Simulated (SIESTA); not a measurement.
Input and output of a self-consistent single point for BaF2 (Fm-3m, 3 atoms in the cell) (SIESTA)

Level of theory: SIESTA with GGA PBE, numerical atomic orbitals TZP, PseudoDojo PBE standard norm-conserving potentials (rewritten from UPF to PSML).

Input:

```
# files in the folder: Ba.psml F.psml (PseudoDojo PBE standard)
SystemName  BaF2
SystemLabel BaF2

NumberOfAtoms                3
NumberOfSpecies              2
%block ChemicalSpeciesLabel
  1 56 Ba
  2 9 F
%endblock ChemicalSpeciesLabel
LatticeConstant              4.294401 Ang
%block LatticeVectors
     0.000000000    0.707106765    0.707106765
     0.707106765    0.000000000    0.707106765
     0.707106765    0.707106765    0.000000000
%endblock LatticeVectors
AtomicCoordinatesFormat      Ang
%block AtomicCoordinatesAndAtomicSpecies
     0.000000000    0.000000000    0.000000000  1
     1.518300000    1.518300000    1.518300000  2
     4.554900000    4.554900000    4.554900000  2
%endblock AtomicCoordinatesAndAtomicSpecies

XC.functional                GGA
XC.authors                   PBE
PAO.BasisSize                TZP
PAO.EnergyShift              0.005 Ry
MeshCutoff                   350 Ry
%block kgrid.MonkhorstPack
    8   0   0  0.0
    0   8   0  0.0
    0   0   8  0.0
%endblock kgrid.MonkhorstPack
OccupationFunction           FD
ElectronicTemperature        580.23 K

MaxSCFIterations             150
SCF.Mixer.Method             Pulay
SCF.Mixer.Weight             0.25
SCF.Mixer.History            8
SCF.DM.Tolerance             1.0E-04
Diag.ParallelOverK           true
WriteForces                  true
Charge.Mulliken              end
```

Log, with long lists cut:

```
reinit: Reading from file input.fdf

reinit: System Name: BaF2
reinit: System Label: BaF2

coor:   Atomic-coordinates input format  =     Cartesian coordinates
coor:                                          (in Angstroms)

siesta: Atomic coordinates (Bohr) and species
siesta:      0.00000   0.00000   0.00000  1        1
siesta:      2.86917   2.86917   2.86917  2        2
siesta:      8.60751   8.60751   8.60751  2        3

siesta: System type = bulk

initatomlists: Number of atoms, orbitals, and projectors:      3    44    44

siesta: ******************** Simulation parameters ****************************
redata: Spin configuration                          = none
redata: Time-Reversal Symmetry                      = T
redata: Number of Atomic Species                    =        2
redata: Mesh Cutoff                                 =   350.0000 Ry
redata: Net charge of the system                    =     0.0000 |e|
redata: Min. number of SCF Iter                     =        0
redata: Max. number of SCF Iter                     =      150
redata: SCF convergence failure will abort job
redata: SCF mix quantity                            = Hamiltonian
redata: Mix DM or H after convergence               =   F
redata: Recompute H after scf cycle                 =   F
redata: Mix DM in first SCF step                    =   T
redata: No kicks to SCF
redata: DM Mixing Weight for Kicks                  =     0.5000
redata: Require Harris convergence for SCF          =   F
redata: Harris energy tolerance for SCF             =     0.000100 eV
redata: Require DM convergence for SCF              =   T
redata: DM tolerance for SCF                        =     0.000100
redata: Require EDM convergence for SCF             =   F
redata: EDM tolerance for SCF                       =     0.001000 eV
redata: Require H convergence for SCF               =   T
redata: Hamiltonian tolerance for SCF               =     0.001000 eV
   [... lines left out ...]
diag: Parallel distribution                         =     1 x     1
diag: Used triangular part                          = Lower
diag: Absolute tolerance                            =  0.100E-15
diag: Orthogonalization factor                      =  0.100E-05
diag: Memory factor                                 =  1.0000

superc: Internal auxiliary supercell:     7 x     7 x     7  =     343
superc: Number of atoms, orbitals, and projectors:   1029  15092  15092

                        Single-point calculation

superc: Internal auxiliary supercell:     7 x     7 x     7  =     343
superc: Number of atoms, orbitals, and projectors:   1029  15092  15092

outcell: Unit cell vectors (Ang):
        0.000000    3.036600    3.036600
        3.036600    0.000000    3.036600
        3.036600    3.036600    0.000000

outcell: Cell vector modules (Ang)   :    4.294401    4.294401    4.294401
outcell: Cell angles (23,13,12) (deg):     60.0000     60.0000     60.0000
outcell: Cell volume (Ang**3)        :     56.0006
new_DM -- step:     1
Initializing Density Matrix...

Attempting to read DM from file... Failed...
DM filled with atomic data:

InitMesh: MESH = 40 x 40 x 40 = 64000
InitMesh: Mesh cutoff (required, used) =   350.000   359.673 Ry

stepf: Fermi-Dirac step function
        iscf     Eharris(eV)        E_KS(eV)     FreeEng(eV)     dDmax    Ef(eV) dHmax(eV)
   scf:    1    -2101.126736    -2106.541438    -2106.541438  3.451706 -8.780984  7.805584
   scf:    2    -2109.331868    -2108.142349    -2108.142349  1.319973 -8.689931  3.155637
   scf:    3    -2108.531765    -2108.445814    -2108.445814  1.140855 -6.305097  0.185079
   scf:    4    -2108.432076    -2108.445207    -2108.445207  0.246419 -6.401336  0.472105
   scf:    5    -2108.364391    -2108.409410    -2108.409410  0.231426 -8.920865  1.144959
   scf:    6    -2108.471316    -2108.452351    -2108.452351  0.364376 -6.365132  0.054249
   scf:    7    -2108.452448    -2108.452445    -2108.452445  0.021944 -6.360788  0.012101
   scf:    8    -2108.452452    -2108.452449    -2108.452449  0.004001 -6.361947  0.000602
mix: Pulay -- inversion failed, > SVD [rank/size] 4 / 7
   scf:    9    -2108.452449    -2108.452449    -2108.452449  0.000087 -6.361976  0.000323
SCF Convergence by DM+H criterion
max |DM_out - DM_in|         :     0.0000870161
max |H_out - H_in|      (eV) :     0.0003230538
SCF cycle converged after 9 iterations

Using DM_out to compute the final energy and forces

siesta: E_KS(eV) =            -2108.4524

siesta: E_KS - E_eggbox =     -2108.4524

siesta: Atomic forces (eV/Ang):
     1   -0.000000   -0.000000   -0.000000
     2    0.000043    0.000043    0.000043
     3   -0.000044   -0.000044   -0.000044
   Tot   -0.000000   -0.000000   -0.000000
   Max    0.000044
   Res    0.000036    sqrt( Sum f_i^2 / 3N )
   Max    0.000044    constrained

Stress tensor Voigt[x,y,z,yz,xz,xy] (kbar):      -57.37      -57.37      -57.37       -0.04       -0.04       -0.04
(Free)E + p*V (eV/cell)    -2106.4471
Target enthalpy (eV/cell)    -2108.4524

siesta: Program's energy decomposition (eV):
siesta: Ebs     =      -419.595517
siesta: Eions   =      3400.247387
siesta: Ena     =       742.963301
siesta: Ekin    =      1073.341427
siesta: Enl     =       -39.175845
siesta: Eso     =         0.000000
siesta: Edftu   =         0.000000
siesta: DEna    =        -1.041600
siesta: DUscf   =         1.188946
siesta: DUext   =         0.000000
siesta: Ex      =      -452.877130
siesta: Ec      =       -32.604162
siesta: Exc     =      -485.481291
siesta: Eharris =     -2108.452449
siesta: Etot    =     -2108.452449
siesta: FreeEng =     -2108.452449

siesta: Stress tensor (static) (eV/Ang**3):
siesta:    -0.035810   -0.000027   -0.000027
siesta:    -0.000027   -0.035810   -0.000027
siesta:    -0.000027   -0.000027   -0.035810

siesta: Cell volume =         56.000610 Ang**3

siesta: Pressure (static):
siesta:                Solid            Molecule  Units
siesta:           0.00039002          0.00039004  Ry/Bohr**3
siesta:           0.03580976          0.03581213  eV/Ang**3
siesta:          57.37356455         57.37736090  kBar

mulliken: Atomic and Orbital Populations:

Species: Ba
Atom  Qatom  Qorb
               5s      6s      6s      6s      5py     5pz     5px     6py
               6pz     6px
   1  8.588   1.959   0.043  -0.522   0.750   1.987   1.987   1.987   0.133
              0.133   0.133

Species: F
Atom  Qatom  Qorb
               2s      2s      2s      2py     2pz     2px     2py     2pz
               2px     2py     2pz     2px     3Pdxy   3Pdyz   3Pdz2   3Pdxz
               3Pdx2-y2
   2  7.706   1.900  -0.117   0.125   2.471   2.471   2.471  -0.239  -0.239
             -0.239  -0.300  -0.300  -0.300   0.000   0.000   0.002   0.000

              0.002
   3  7.706   1.900  -0.117   0.125   2.471   2.471   2.471  -0.239  -0.239
             -0.239  -0.300  -0.300  -0.300   0.000   0.000   0.002   0.000

              0.002

mulliken: Qtot =       24.000

Mulliken Atomic Populations:
Atom #   charge [q] valence [e]  Species
     1     1.412336    8.587664  Ba
     2    -0.706168    7.706168  F
     3    -0.706168    7.706168  F
 Total     0.000000
```

The run converged in 9 iterations.

The starting cell comes from a database of computed structures (which also holds hypothetical and non-ambient phases and stackings), without a prior relaxation at this level. Its lattice was rescaled by a random factor within 2.5 % of one. Values carry the incompleteness of an atom-centred basis. With a pressure of about 6 GPa the cell is away from its equilibrium volume at this level.
